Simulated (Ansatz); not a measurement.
**Cu under changes of volume**

One of the cells (11.994 Å³/atom); the others are scaled copies at fixed shape and fractional positions:

```xyz
2
Lattice="1.2185 -3.9764 0.0000 1.2185 3.9764 0.0000 0.0000 0.0000 2.4755" Properties=species:S:1:pos:R:3 pbc="T T T"
Cu    1.2185   -2.9118    1.8566
Cu    1.2185    2.9118    0.6189
```

This isn't the form of Cu at room conditions, which is fcc.

- Program: Ansatz 0.2.0
- Functional: r2SCAN
- Potentials or basis: Ansatz PAW
- Cutoff: 500 eV (not typed: the program's choice for these potentials)
- k mesh: 11 × 11 × 11
- Occupations: fermi-dirac, width 0.05 eV
- Spin: no spin polarisation

| volume (Å³/atom) | energy over the lowest point (meV/atom) | pressure (GPa) | largest force (eV/Å) |
| --- | --- | --- | --- |
| 11.274 | ? | ? | ? |
| 11.514 | 10.21 | 6.9 | 0.069 |
| 11.754 | 2.59 | 3.4 | 0.038 |
| 11.994 | 0.00 | 0.2 | 0.010 |
| 12.234 | 1.86 | -2.6 | 0.016 |
| 12.474 | 7.64 | -5.0 | 0.040 |
| 12.714 | 16.91 | -7.2 | 0.062 |

**Question.** What does the run at 11.274 Å³/atom give?

**Answer.** Energy over the lowest point 23.48 meV/atom; pressure 10.9 GPa; largest force 0.103 eV/Å.

Worked out: A Birch-Murnaghan fit of order 3 (a polynomial in V^(-2/3)) to the other rows has its minimum at 12.01 Å³/atom with B0 = V·E''(V) = 147 GPa and B' = 5.1 at fixed shape and positions, which overstates the stiffness. It gives 23.51 meV/atom at 11.274 Å³/atom, against the run's 23.48, and -dE/dV = 10.9 GPa, against 10.9.

Energies are extrapolated to zero smearing.

Caveats: the PAW data sets come from PBE, with cores solved anew for the run's functional, which leaves a small shift of forces and pressure.
